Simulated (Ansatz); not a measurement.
**Li5NbO5: computed properties**

Computed with DFT r2SCAN, scalar-relativistic, plane waves, PAW (Ansatz).

Settings: cutoff 500 eV, Γ-centred mesh 6×6×4 on the computed 11-atom cell, Gaussian smearing of 0.02 eV; no spin polarisation.

The structure is relaxed at this level of theory with its symmetry kept. Whether it is the stable form of this composition wasn't checked.

The structure is monoclinic, space group C2/m (No. 12). Conventional cell: a = 9.672 Å, b = 4.010 Å, c = 5.788 Å, α = 90.00°, β = 108.78°, γ = 90.00°. Li (site symmetry m) has 4 O at 1.93 to 2.07 Å as nearest neighbours. Li (site symmetry m) is surrounded by 5 O at 1.98 to 2.24 Å. Around Li (site symmetry 2/m) lie 4 O at 1.96 to 2.11 Å. Around Nb (site symmetry 2/m) lie 6 O at 1.98 to 2.01 Å. O (site symmetry m) is surrounded by 5 Li at 1.93 to 2.05 Å and 1 Nb at 1.98 Å. Around O (site symmetry m) lie 5 Li at 1.95 to 2.11 Å and 1 Nb at 1.98 Å. O (site symmetry 2/m) has 2 Nb at 2.01 Å and 2 Li at 2.24 Å as nearest neighbours.

| Item | Value |
| --- | --- |
| Volume per atom | 9.66 Å³ |
| Formation energy from the elements' standard states (uncorrected) | -2.453 eV/atom |
| Generalised Kohn–Sham band gap | 3.59 eV, indirect from (0.276, -0.281, 0.000) to Γ |
| Löwdin character of the top 1 eV of the valence band | O 2p 96 % |
| Löwdin character of the lowest 1 eV of the conduction band | Nb 4d 69 %, O 2p 21 % |
| Electron masses at the edge by Cartesian direction of the standard setting (m_e; degenerate bands sorted by energy; no spin-orbit coupling) | x: 2.8; y: 0.56; z: 1.3 |
| Hole masses at the edge by Cartesian direction of the standard setting (m_e; degenerate bands sorted by energy; no spin-orbit coupling) | x: 4.2; y: 1.3; z: 1.5 |
| Bulk modulus | 105 GPa |
| Its pressure derivative | 3.9 |